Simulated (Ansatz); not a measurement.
**B started on a N site in zincblende BN, 64 atoms, charge 0**

Method: DFT, PBEsol, PAW, plane waves (Ansatz 0.2.0).

Input file:

```yaml
crystal:
  lattice:
    - [7.211591, 0.000000, 0.000000]
    - [0.000000, 7.211591, 0.000000]
    - [0.000000, 0.000000, 7.211591]
  atoms:
    - { symbol: B, position: [0.996132, 0.995917, 0.001513] }
    - { symbol: B, position: [0.996032, 0.995790, 0.497077] }
    - { symbol: B, position: [0.999309, 0.500112, 0.996148] }
    - { symbol: B, position: [0.002721, 0.505172, 0.501183] }
    - { symbol: B, position: [0.497955, 0.999314, 0.996476] }
    - { symbol: B, position: [0.500423, 0.002631, 0.501691] }
    - { symbol: B, position: [0.503139, 0.501525, 0.998391] }
    - { symbol: B, position: [0.499858, 0.495315, 0.498551] }
    - { symbol: B, position: [0.628231, 0.626233, 0.627131] }
    - { symbol: B, position: [0.250035, 0.249653, 0.998177] }
    - { symbol: B, position: [0.248810, 0.249895, 0.498374] }
    - { symbol: B, position: [0.255512, 0.746331, 0.997641] }
    - { symbol: B, position: [0.248643, 0.750232, 0.503150] }
    - { symbol: B, position: [0.746859, 0.251682, 0.999712] }
    - { symbol: B, position: [0.750068, 0.249971, 0.500597] }
    - { symbol: B, position: [0.756943, 0.748118, 0.004555] }
    - { symbol: B, position: [0.747092, 0.751670, 0.502346] }
    - { symbol: B, position: [0.248521, 0.006144, 0.252526] }
    - { symbol: B, position: [0.247275, 0.000160, 0.744756] }
    - { symbol: B, position: [0.253649, 0.494397, 0.249492] }
    - { symbol: B, position: [0.247724, 0.504422, 0.748864] }
    - { symbol: B, position: [0.747784, 0.999821, 0.246399] }
    - { symbol: B, position: [0.747206, 0.002339, 0.754375] }
    - { symbol: B, position: [0.751551, 0.499963, 0.248940] }
    - { symbol: B, position: [0.748629, 0.498609, 0.751888] }
    - { symbol: B, position: [0.003975, 0.249527, 0.244191] }
    - { symbol: B, position: [0.995672, 0.248457, 0.754733] }
    - { symbol: B, position: [0.998574, 0.756057, 0.248199] }
    - { symbol: B, position: [0.006016, 0.750314, 0.748462] }
    - { symbol: B, position: [0.504452, 0.248891, 0.246884] }
    - { symbol: B, position: [0.503786, 0.254552, 0.746681] }
    - { symbol: B, position: [0.500984, 0.751663, 0.252483] }
    - { symbol: B, position: [0.503675, 0.748922, 0.751697] }
    - { symbol: N, position: [0.125300, 0.123863, 0.123886] }
    - { symbol: N, position: [0.129678, 0.124948, 0.625692] }
    - { symbol: N, position: [0.122291, 0.628183, 0.124343] }
    - { symbol: N, position: [0.124778, 0.623883, 0.625718] }
    - { symbol: N, position: [0.625691, 0.127067, 0.125675] }
    - { symbol: N, position: [0.627414, 0.128351, 0.626312] }
    - { symbol: N, position: [0.628102, 0.625874, 0.128798] }
    - { symbol: N, position: [0.369411, 0.373533, 0.124197] }
    - { symbol: N, position: [0.372260, 0.375096, 0.622895] }
    - { symbol: N, position: [0.372815, 0.870926, 0.126646] }
    - { symbol: N, position: [0.375361, 0.876422, 0.620630] }
    - { symbol: N, position: [0.875391, 0.379049, 0.121804] }
    - { symbol: N, position: [0.878542, 0.376184, 0.623213] }
    - { symbol: N, position: [0.876409, 0.874688, 0.127534] }
    - { symbol: N, position: [0.880667, 0.875996, 0.623787] }
    - { symbol: N, position: [0.372785, 0.123210, 0.370921] }
    - { symbol: N, position: [0.375764, 0.125096, 0.880404] }
    - { symbol: N, position: [0.373759, 0.621580, 0.373996] }
    - { symbol: N, position: [0.375710, 0.626054, 0.877173] }
    - { symbol: N, position: [0.874442, 0.125277, 0.375592] }
    - { symbol: N, position: [0.875328, 0.126781, 0.871052] }
    - { symbol: N, position: [0.869582, 0.624537, 0.376001] }
    - { symbol: N, position: [0.872622, 0.622835, 0.869477] }
    - { symbol: N, position: [0.125773, 0.372738, 0.376398] }
    - { symbol: N, position: [0.119962, 0.376054, 0.877367] }
    - { symbol: N, position: [0.127438, 0.872129, 0.378374] }
    - { symbol: N, position: [0.125687, 0.876121, 0.871661] }
    - { symbol: N, position: [0.629896, 0.376266, 0.377072] }
    - { symbol: N, position: [0.624029, 0.379532, 0.875993] }
    - { symbol: N, position: [0.627377, 0.872725, 0.378430] }
    - { symbol: N, position: [0.628398, 0.876555, 0.874642] }
  symmetry: { detect: false }
kpoints:
  mp_grid: { grid: [1, 1, 1], shift: [0.25, 0.25, 0.25] }
hamiltonian:
  xc: pbesol
scf:
  occupations: { method: fermi_dirac, width: 0.01 }
relax:
  f_tol: 0.03
  max_steps: 80
  escape_saddle: false
  adjacent_minimum: "off"
output:
  forces: true
  eigenvalues: true
  populations: true
```

Launch command:

```sh
ansatz run in.yaml --threads 8 --pin off --max-ram 118750MiB --runs-dir r --events-out ev --progress --plain --backend cuda --devices 0, --max-vram 170GiB
```

Output (machine lines and repeated set-up lines are left out; […] marks rows cut from tables):

```
Pseudopotentials: kind: paw
Functional definition: PBEsol
  exchange = pbesol_x
  correlation = pbesol_c
Crystal: 64 atoms, lattice volume = 375.054 Å³
Basis set: ecut = 420 eV, 7249 PW (Γ), exchange–correlation on 100×100×100 points (8 copies of the dense FFT grid, shifted against one another)
Bands: 191, of which v1, the nominal top of the filled ones, is band 127 counted from 1 (126 counted from 0)
Symmetry: 1 space group operations
k-points: 1
Non-local potential: B, projectors of the file, l = 0: 2, l = 1: 2, l = 2: 1
Non-local potential: N, projectors of the file, l = 0: 2, l = 1: 2, l = 2: 1
PAW form: soft (Blöchl's): semilocal exchange-correlation on the pseudo side does not see the compensation charge
PAW frozen core: B, regenerated for the run's functional, and the local potential with it (the file was generated under x = pbe(κ = 0.804, μ = 0.2195149727645171), c = pbe(β = 0.06672455060314922))
PAW frozen core: N, regenerated for the run's functional, and the local potential with it (the file was generated under x = pbe(κ = 0.804, μ = 0.2195149727645171), c = pbe(β = 0.06672455060314922))
[…]
Initial density: superposition of atomic densities (neutral atoms: chi_scale 0, normalization atom), corrected by the library's trained network
Initial wavefunctions: pseudopotential atomic-orbital guess
Functional: x = pbesol(κ = 0.804, μ = 0.12345679012345678), c = pbesol(β = 0.046)
SCF iter   1: F=—  HF=-16846.719635 eV  |F-HF|=—  |Δ(HF+E_count)|=         —  Δρ=1.92e-2  dr2=1.39e0  ethr=1.77e-3  ⟨swp⟩=6.0  Hψ=840  notcnv=0  defer=25
[…]
SCF iter   2: F=—  HF=-16846.467700 eV  |F-HF|=—  |Δ(HF+E_count)|=   2.52e-1  Δρ=1.53e-2  dr2=7.98e-1  ethr=5.48e-4  ⟨swp⟩=2.0  Hψ=229  notcnv=0  defer=57
[…]
SCF 1 converged in 13 iterations: F = -16846.387003 eV  dr2 = 7.36e-6
[…]
relax step   1: F+E_penalty+E_count = -16846.38700342 eV  Δ(F+E_penalty+E_count) = +0.000e0 eV  max|allowed force component| = 3.337e0 eV/Å  Δτ_max = 0.0000 Å  (13 SCF iters, dr2 threshold 2.25e-5 eV, accepted)
Initial density: handed on by an earlier stage of this run
Initial wavefunctions: those handed on with the density
[…]
[…]
relax step   2: F+E_penalty+E_count = -16848.13577829 eV  Δ(F+E_penalty+E_count) = -1.749e0 eV  max|allowed force component| = 1.946e0 eV/Å  Δτ_max = 0.0789 Å  (10 SCF iters, dr2 threshold 1.00e-4 eV, accepted)
[…]
relax step   3: F+E_penalty+E_count = -16848.09015487 eV  Δ(F+E_penalty+E_count) = +4.562e-2 eV  max|allowed force component| = 3.261e0 eV/Å  Δτ_max = 0.2000 Å  (6 SCF iters, dr2 threshold 1.00e-4 eV, rejected (line search))
[…]
relax step   4: F+E_penalty+E_count = -16848.86801883 eV  Δ(F+E_penalty+E_count) = -7.322e-1 eV  max|allowed force component| = 7.999e-1 eV/Å  Δτ_max = 0.0682 Å  (7 SCF iters, accepted)
[…]
relax step   5: F+E_penalty+E_count = -16848.91490255 eV  Δ(F+E_penalty+E_count) = -4.688e-2 eV  max|allowed force component| = 9.380e-1 eV/Å  Δτ_max = 0.1000 Å  (5 SCF iters, dr2 threshold 1.00e-4 eV, accepted)
[…]
relax step   6: F+E_penalty+E_count = -16849.00707748 eV  Δ(F+E_penalty+E_count) = -9.217e-2 eV  max|allowed force component| = 5.273e-1 eV/Å  Δτ_max = 0.0270 Å  (6 SCF iters, dr2 threshold 1.00e-4 eV, accepted)
[…]
relax step   7: F+E_penalty+E_count = -16849.06796920 eV  Δ(F+E_penalty+E_count) = -6.089e-2 eV  max|allowed force component| = 4.121e-1 eV/Å  Δτ_max = 0.0973 Å  (5 SCF iters, dr2 threshold 8.79e-5 eV, accepted)
[…]
relax step   8: F+E_penalty+E_count = -16849.09919174 eV  Δ(F+E_penalty+E_count) = -3.122e-2 eV  max|allowed force component| = 1.522e-1 eV/Å  Δτ_max = 0.0324 Å  (4 SCF iters, dr2 threshold 5.37e-5 eV, accepted)
preconditioner: auto → Resta (q_TF=auto, 2.557 Å⁻¹)  ε∞=4.1  [insulator: Δε(μ)=0.948 eV  Ē_g=17.492 eV  σ=0.010 eV  W_gap=1.00  n_scr=92 (ndim 8)  ℏωp=30.6 eV  f_vac=0.000  D(μ)=0.00/eV (n_scr^D=0)  ε∞_Penn≈4.1]
relax step   9: F+E_penalty+E_count = -16849.10178786 eV  Δ(F+E_penalty+E_count) = -2.596e-3 eV  max|allowed force component| = 6.232e-2 eV/Å  Δτ_max = 0.0098 Å  (5 SCF iters, dr2 threshold 3.16e-6 eV, accepted)
preconditioner: auto → Resta (q_TF=auto, 2.557 Å⁻¹)  ε∞=4.1  [insulator: Δε(μ)=1.002 eV  Ē_g=17.492 eV  σ=0.010 eV  W_gap=1.00  n_scr=92 (ndim 8)  ℏωp=30.6 eV  f_vac=0.000  D(μ)=0.00/eV (n_scr^D=0)  ε∞_Penn≈4.1]
[…]
SCF 10 converged in 5 iterations: F = -16849.102697 eV  dr2 = 9.18e-8
  greatest PAW one-centre occupation: 0.788 electrons in one spin orbital (limit 2), on the N atom at site 35 (counted from 0), in its partial waves of l = 0
relax step  10: F+E_penalty+E_count = -16849.10269657 eV  Δ(F+E_penalty+E_count) = -9.087e-4 eV  max|allowed force component| = 4.527e-2 eV/Å  Δτ_max = 0.0067 Å  (5 SCF iters, accepted)
[…]
preconditioner: auto → Resta (q_TF=auto, 2.557 Å⁻¹)  ε∞=4.1  [insulator: Δε(μ)=0.987 eV  Ē_g=17.492 eV  σ=0.010 eV  W_gap=1.00  n_scr=92 (ndim 8)  ℏωp=30.6 eV  f_vac=0.000  D(μ)=0.00/eV (n_scr^D=0)  ε∞_Penn≈4.1]
[…]
SCF 11 converged in 5 iterations: F = -16849.103090 eV  dr2 = 1.81e-8
relax step  11: F+E_penalty+E_count = -16849.10309013 eV  Δ(F+E_penalty+E_count) = -3.936e-4 eV  max|allowed force component| = 3.118e-2 eV/Å  Δτ_max = 0.0034 Å  (5 SCF iters, accepted)
[…]
preconditioner: auto → Resta (q_TF=auto, 2.557 Å⁻¹)  ε∞=4.1  [insulator: Δε(μ)=0.983 eV  Ē_g=17.492 eV  σ=0.010 eV  W_gap=1.00  n_scr=92 (ndim 8)  ℏωp=30.6 eV  f_vac=0.000  D(μ)=0.00/eV (n_scr^D=0)  ε∞_Penn≈4.1]
[…]
SCF iter   4: F=—  HF=-16849.103353 eV  |F-HF|=—  |Δ(HF+E_count)|=   6.04e-4  Δρ=2.46e-5  dr2=1.32e-6  ethr=1.10e-8  ⟨swp⟩=2.0  Hψ=224  notcnv=0  defer=60
SCF iter   5: F=-16849.103353 eV  HF=-16849.103353 eV  |F-HF|=3.81e-9  |Δ(HF+E_count)|=   2.37e-7  Δρ=4.77e-6  dr2=4.47e-8  ethr=3.94e-11  ⟨swp⟩=11.0  Hψ=992  notcnv=0
SCF 12 converged in 5 iterations: F = -16849.103353 eV  dr2 = 4.47e-8
relax step  12: F+E_penalty+E_count = -16849.10335272 eV  Δ(F+E_penalty+E_count) = -2.626e-4 eV  max|allowed force component| = 1.718e-2 eV/Å  Δτ_max = 0.0050 Å  (5 SCF iters, accepted)
SCF converged after 5 iterations
Free energy (F): -16849.103353 eV
Harris-Foulkes:  -16849.103353 eV  (|F-HF|=3.81e-9)
Internal energy: -16849.103353 eV  (E = F + TS)
E sigma→0 (E₀):  -16849.103353 eV
Fermi energy:    12.645371 eV
--- Per-component energies (eV) ---
  E_band       = 848.192665
  E_kinetic    = 5860.794061
  E_local      = -5517.326810  (includes V_loc(G=0)·N_el)
  E_nonlocal   = 1788.341331
  E_hartree    = 1547.653420
  E_xc         = -2943.797632
  E_vxc        = -3671.562769  (∫ρ·V_xc dr)
  E_paw        = -6308.344555  (= ΣΔE_a)
  E_vpaw       = -707.363041  (= ΣTr[D̂ρ^β])
  E_aug_tail   = 0.003095  (compensation charges beyond the density's cutoff)
  E_ewald      = -11277.782786
  E_core_change = 1.356524  (= ΣΔE_core)
  E_smearing   = -0.000000  (= −TS)
  E_closure    = 0.000000  (closes the sum)
  Σ components = -16849.103353   (vs F -16849.103353, Δ=0.00e0)
--- Forces (eV/Å), atoms counted from 1 ---
  atom   1  B     -0.00309065     0.00106792    -0.00009448
  atom   2  B      0.00548334     0.00403010    -0.00329231
  atom   3  B      0.00132088    -0.00260893     0.00305546
  atom   4  B      0.00048320    -0.00115420    -0.00056988
  atom   5  B      0.00714233    -0.00694955    -0.00498925
  atom   6  B     -0.00122712    -0.00208413    -0.00158097
  atom   7  B     -0.00070740    -0.00323962    -0.00015809
  atom   8  B      0.00746827    -0.00063068     0.00476698
  atom   9  B     -0.01112944    -0.00885271    -0.01718311
  atom  10  B      0.00005366     0.00238825     0.00144656
  atom  11  B      0.00018097    -0.00515288    -0.00282984
  atom  12  B      0.00572028    -0.00111329    -0.00280017
  atom  13  B      0.00541996    -0.00008500    -0.00073556
  atom  14  B     -0.00200761    -0.00163610    -0.00276632
  atom  15  B     -0.00104545    -0.00076884     0.00280156
  atom  16  B      0.00125064    -0.00225757     0.00059404
  atom  17  B     -0.00492290     0.01417809     0.00181271
  atom  18  B      0.00175191    -0.00187087     0.00213835
  atom  19  B      0.00989718    -0.00583117    -0.00270285
  atom  20  B     -0.00008300    -0.00057249    -0.00376657
  atom  21  B      0.00122053     0.00156421     0.00329560
  atom  22  B     -0.00245431    -0.00116025    -0.00344423
  atom  23  B     -0.00072375     0.00172772    -0.00071434
  atom  24  B     -0.00329226     0.00419913    -0.00022301
  atom  25  B      0.00009022    -0.00625018     0.00388354
  atom  26  B      0.00138465    -0.00049337    -0.00179413
  atom  27  B      0.00551559    -0.00582648     0.00024987
  atom  28  B     -0.00134139     0.00035103     0.00007347
  atom  29  B      0.00623954    -0.00164350     0.00161856
  atom  30  B      0.00175551    -0.00206980    -0.00155484
  atom  31  B      0.00325722    -0.00114531     0.00610490
  atom  32  B      0.00134238     0.00053639     0.00083291
  atom  33  B      0.00703868    -0.00576525    -0.01399838
  atom  34  N     -0.00352767     0.00369105     0.00091263
  atom  35  N     -0.00399205     0.00094321    -0.00028579
  atom  36  N     -0.00028838    -0.00363797    -0.00033991
  atom  37  N     -0.00166782     0.00009097     0.00059457
  atom  38  N      0.00085311     0.00033779     0.00095489
  atom  39  N      0.00124236     0.00115061     0.00161134
  atom  40  N      0.00328127     0.00024773     0.00258251
  atom  41  N      0.00058716     0.00206369     0.00120119
  atom  42  N      0.00010221     0.00613791     0.00186194
  atom  43  N     -0.00097420     0.00153862     0.00462418
  atom  44  N     -0.00851490     0.00548187     0.00300024
  atom  45  N      0.00418432    -0.00018494     0.00092688
  atom  46  N     -0.00563707     0.00012288    -0.00309263
  atom  47  N     -0.00143149    -0.00152764    -0.00064105
  atom  48  N      0.00144500     0.00174707     0.00276057
  atom  49  N     -0.00231864     0.00291906     0.00279880
  atom  50  N     -0.00435508     0.00544432    -0.00096118
  atom  51  N      0.00285448     0.00542964     0.00252782
  atom  52  N     -0.00182325     0.00145183     0.00022993
  atom  53  N      0.00283759    -0.00007573    -0.00107557
  atom  54  N     -0.00217095    -0.00042097     0.00222302
  atom  55  N     -0.00733773    -0.00804940     0.00251936
  atom  56  N      0.00121259     0.00546141     0.00372325
  atom  57  N     -0.00142139    -0.00034814    -0.00119093
  atom  58  N     -0.00096973     0.00184533     0.00030161
  atom  59  N     -0.00207126    -0.00017749     0.00301128
  atom  60  N     -0.00521878     0.00212333    -0.00094581
  atom  61  N      0.00161343     0.00455085     0.00296253
  atom  62  N     -0.00016073     0.00116977    -0.00029897
  atom  63  N      0.00020210    -0.00333726    -0.00290865
  atom  64  N     -0.00847196     0.00283548     0.00292314
  max |Σ_I F_I| component: 9.45e-5 eV/Å
--- Band table (eV) ---
  k-point 0: bands = ["-8.7676", "-7.8650", "-7.8076", "-7.6150", "-6.9167", "-6.8649", "-6.6316", "-6.0198", "-5.9620", "-5.9577", "-5.7789", "-5.2592", "-5.2532", "-5.2031", "-5.1842", "-5.0988", "-4.9881", "-4.7702", "-4.7659", "-4.4178", "-4.1679", "-4.1200", "-3.9547", "-3.8865", "-3.8577", "-3.7515", "-3.6246", "-3.6100", "-3.5522", "-3.5354", "-3.5186", "0.7755", "0.9635", "0.9679", "1.4823 …
--- Relaxed structure (12 steps of the walk, 11 accepted, 0 SCFs on fresh bases) ---
  F+E_penalty+E_count = -16849.10335272 eV   max|allowed force component| = 1.718e-2 eV/Å
  atoms:
    - { symbol: B, position: [1.0002008494376733, 1.0004728624449541, 4.113118331158495e-5] }
    - { symbol: B, position: [1.0012452843992417, 1.001737058667237, 0.5000106498143007] }
    - { symbol: B, position: [1.0012757450357728, 0.500426048244618, 1.0013410667765363] }
    - { symbol: B, position: [-0.0008206997612203095, 0.5004860036032714, 0.4999830609865148] }
    - { symbol: B, position: [0.4998786544570268, 1.0019383827739012, 1.0015269137253884] }
    - { symbol: B, position: [0.5014410001209596, 0.001837678485011764, 0.498025603594191] }
    - { symbol: B, position: [0.5013667045219832, 0.4984228651176949, 1.0015080170034463] }
    - { symbol: B, position: [0.49151582458560183, 0.49367147443653225, 0.49320663297119594] }
    - { symbol: B, position: [0.6417224715816315, 0.6078468164407216, 0.6073959476645775] }
    - { symbol: B, position: [0.24991475130753618, 0.2503645943464759, 0.9998072644567192] }
    - { symbol: B, position: [0.24873037677951157, 0.24924912493425147, 0.49980473173172013] }
    - { symbol: B, position: [0.24884070716422182, 0.7517111028840024, 1.0012684137031016] }
    - { symbol: B, position: [0.24987090530363776, 0.7477394176832615, 0.498077808413532] }
    - { symbol: B, position: [0.74979221295439, 0.24857920167920727, 1.00200405197099] }
    - { symbol: B, position: [0.7493912513951372, 0.25063988483470634, 0.4987684098240821] }
    - { symbol: B, position: [0.7518039565843916, 0.7490346474596706, 0.0016756684106596005] }
    - { symbol: B, position: [0.7514108453719818, 0.7655830241127966, 0.4959049072771736] }
    - { symbol: B, position: [0.24992987220935062, 0.00023829318189136443, 0.24996753078826628] }
    - { symbol: B, position: [0.24883601234385222, 0.0016709227160685962, 0.7513339305401835] }
    - { symbol: B, position: [0.24871602117173564, 0.5002022797576414, 0.2488419120445678] }
    - { symbol: B, position: [0.24986241831830908, 0.4984690730573487, 0.7473114085789994] }
    - { symbol: B, position: [0.7498053202473025, 1.0024056999877853, 0.24820060321163495] }
    - { symbol: B, position: [0.7518062345593092, 0.0020201564657586425, 0.7485559479746693] }
    - { symbol: B, position: [0.749455442441341, 0.4991997115055884, 0.2501809671880762] }
    - { symbol: B, position: [0.7512381956786309, 0.49652384435404645, 0.7655019060556422] }
    - { symbol: B, position: [-0.00011156640616395769, 0.2505748281741593, 0.25017639179810525] }
    - { symbol: B, position: [1.0002686336040978, 0.25020192493612553, 0.7510557771405492] }
    - { symbol: B, position: [1.000384246550703, 0.7514803530009332, 0.24968498876328873] }
    - { symbol: B, position: [-0.0010756590740931427, 0.749881489172916, 0.7494310000544874] }
    - { symbol: B, position: [0.49960025878002007, 0.2485744309449538, 0.24817301515236198] }
    - { symbol: B, position: [0.49983356550004066, 0.2509775820153429, 0.7493580806145187] }
    - { symbol: B, position: [0.499848103093946, 0.7498140209356575, 0.25056932619926214] }
    - { symbol: B, position: [0.49068407096486244, 0.7647465663817438, 0.7645841611210197] }
    - { symbol: N, position: [0.1254666210232991, 0.12534652242192107, 0.12493621796576429] }
    - { symbol: N, position: [0.12586716142637494, 0.12491765061599594, 0.6245618632478446] }
    - { symbol: N, position: [0.125889820320529, 0.6249918566174468, 0.1244825948114105] }
    - { symbol: N, position: [0.12487497377962732, 0.625378397953187, 0.6249572699588473] }
    - { symbol: N, position: [0.6252036928797461, 0.12458997618291046, 0.12418243860330073] }
    - { symbol: N, position: [0.6253806750372856, 0.1262774566724416, 0.6250217363094062] }
    - { symbol: N, position: [0.6253678629325397, 0.6254475567197141, 0.12587142869643833] }
    - { symbol: N, position: [0.3744025895642423, 0.37499114071738465, 0.12461301452838268] }
    - { symbol: N, position: [0.37079615793575005, 0.3710754548260823, 0.6238979722198565] }
    - { symbol: N, position: [0.3753655935433481, 0.8753787335948462, 0.12429100198508466] }
    - { symbol: N, position: [0.37863152151863416, 0.8730232585834347, 0.6236003387034552] }
    - { symbol: N, position: [0.8758163192845411, 0.3750675373470551, 0.1256003388191762] }
    - { symbol: N, position: [0.8756888406419027, 0.37459892137473394, 0.6245413729433488] }
    - { symbol: N, position: [0.8758450814405436, 0.8762042507112596, 0.12511557029791437] }
    - { symbol: N, position: [0.8788275158277049, 0.8807533519374644, 0.624683754829623] }
    - { symbol: N, position: [0.3744452262203349, 0.12499046401461068, 0.3746070814404797] }
    - { symbol: N, position: [0.3753790043457082, 0.12469889463812768, 0.8749616383943503] }
    - { symbol: N, position: [0.3707802653310963, 0.6243080279383468, 0.3706667120932189] }
    - { symbol: N, position: [0.37849639794052453, 0.6239756495644913, 0.8727759781879628] }
    - { symbol: N, position: [0.8758106172672873, 0.12604531489543574, 0.37468096501857073] }
    - { symbol: N, position: [0.8758149379962242, 0.1255415432336046, 0.8757254361388017] }
    - { symbol: N, position: [0.875901816123062, 0.6250333410391592, 0.3739386317192737] }
    - { symbol: N, position: [0.8788117523602925, 0.62513674216039, 0.8803884623023529] }
    - { symbol: N, position: [0.12439010269012322, 0.3753392259016731, 0.3749427681400053] }
    - { symbol: N, position: [0.1257586674010123, 0.3755936923391861, 0.8752072102099322] }
    - { symbol: N, position: [0.12580363351426566, 0.8756511365920129, 0.3751745133891973] }
    - { symbol: N, position: [0.12603238968471728, 0.875133196191415, 0.8747287839416201] }
    - { symbol: N, position: [0.6245758703107405, 0.3709007647736414, 0.370461609431653] }
    - { symbol: N, position: [0.6255051501017239, 0.37086760370843047, 0.8812826873729988] }
    - { symbol: N, position: [0.6255626678838131, 0.8816541338387693, 0.3704473640691775] }
    - { symbol: N, position: [0.6267420624502826, 0.8757188381585521, 0.8753420174974768] }
--- Löwdin populations: 64 sites ---
  site symbol       q [e]
     0      B      2.7033
     1      B      2.7091
[…]
    62      N      5.2511
    63      N      5.2526
  spilling = 0.003413 (of n_electrons = 254.000000)
```

Total energies depend on the potentials used, so only differences within one code and one set of settings carry meaning.

One k point and one spin start were run, so the state needn't be the lowest, and an added charge can sit in a band of the host.

Time: 6 s of wall time on one NVIDIA GB200 with 8 processor threads, on a host shared with other runs; peak host memory 1.6 GiB.
